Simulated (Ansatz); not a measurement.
# SrCl2: band gap under strain

Aim: follow the gap of SrCl2 built on the fluorite prototype through these states: no strain; +2.0 % strain along [111] alone; -2.0 % biaxial strain in x and y, free along z. The table at the end shows which levels were run.

Program: Ansatz 0.2.0. PAW datasets, plane waves. (Simulation; spin polarisation is off.)

## 1. The structure to begin with

The unstrained cell was relaxed with r2SCAN; in each strained cell the atoms were relaxed again with r2SCAN. Names of k-points are those of the unstrained zone, where strain can split equivalent points. First state: no strain.

Space group Fm-3m (No. 225), cubic; a = 6.995 Å in the conventional setting, 28.53 Å³ an atom. Sr has 8 Cl at 3.03 Å; Cl has 4 Sr at 3.03 Å.

Structure file:

```
CELL_PARAMETERS angstrom
0.00000 3.49772 3.49772
3.49772 0.00000 3.49772
3.49772 3.49772 0.00000
ATOMIC_POSITIONS crystal
Sr 0.00000 0.00000 0.00000
Cl 0.25000 0.25000 0.25000
Cl 0.75000 0.75000 0.75000
```

## 2. No strain: PBE

The input, input.yaml:

```yaml
crystal:
  lattice:
    - [0.0, 3.4977180853, 3.4977180853]
    - [3.4977180853, 0.0, 3.4977180853]
    - [3.4977180853, 3.4977180853, 0.0]
  atoms:
    - { symbol: Sr, position: [0.0, 0.0, 0.0] }
    - { symbol: Cl, position: [0.25, 0.25, 0.25] }
    - { symbol: Cl, position: [0.75, 0.75, 0.75] }
kpoints:
  mp_grid: { grid: [6, 6, 6] }
  band_path:
    path:
      - [0.0, 0.0, 0.0]
      - [0.5, 0.0, 0.5]
      - [0.625, 0.25, 0.625]
      - [0.375, 0.375, 0.75]
      - [0.5, 0.5, 0.5]
      - [0.5, 0.25, 0.75]
      - [0.0, 0.5, 0.5]
    npoints: 1
hamiltonian:
  xc: pbe
scf:
  occupations: { method: fermi_dirac, width: 0.02 }
  n_extra_bands: 4
output:
  forces: true
  stress: true
  eigenvalues: true
```

Run with:

```console
ansatz run input.yaml --threads 4 --pin off --max-ram 4608MiB --backend cpu --events-out ev --progress --plain --runs-dir out
```

Further steps of the session: No strain: r2SCAN; No strain: HSE06; +2.0 % strain along [111] alone: PBE; +2.0 % strain along [111] alone: r2SCAN; +2.0 % strain along [111] alone: HSE06; -2.0 % biaxial strain in x and y, free along z: PBE; -2.0 % biaxial strain in x and y, free along z: r2SCAN; -2.0 % biaxial strain in x and y, free along z: HSE06.

What does the calculation give?

As calculated:

Least gap in eV (negative: overlap), with the change from the unstrained cell in brackets:

| state | volume change (%) | PBE | r2SCAN | HSE06 |
| --- | --- | --- | --- | --- |
| no strain | +0.0 | 5.31 | 5.94 | 6.59 |
| +2.0 % strain along [111] alone | +2.0 | 5.24 (-0.07) | 5.86 (-0.08) | 6.51 (-0.08) |
| -2.0 % biaxial strain in x and y, free along z | -3.0 | 5.32 (+0.01) | 5.90 (-0.04) | 6.60 (+0.01) |

In words: With HSE06, of the states in the table +2.0 % strain along [111] alone shifts the gap most, by -0.079 eV. PBE and HSE06 differ by 1.28 eV on the unstrained gap, and by at most 0.00 eV on its change: PBE follows the response to strain far better than the gap itself.
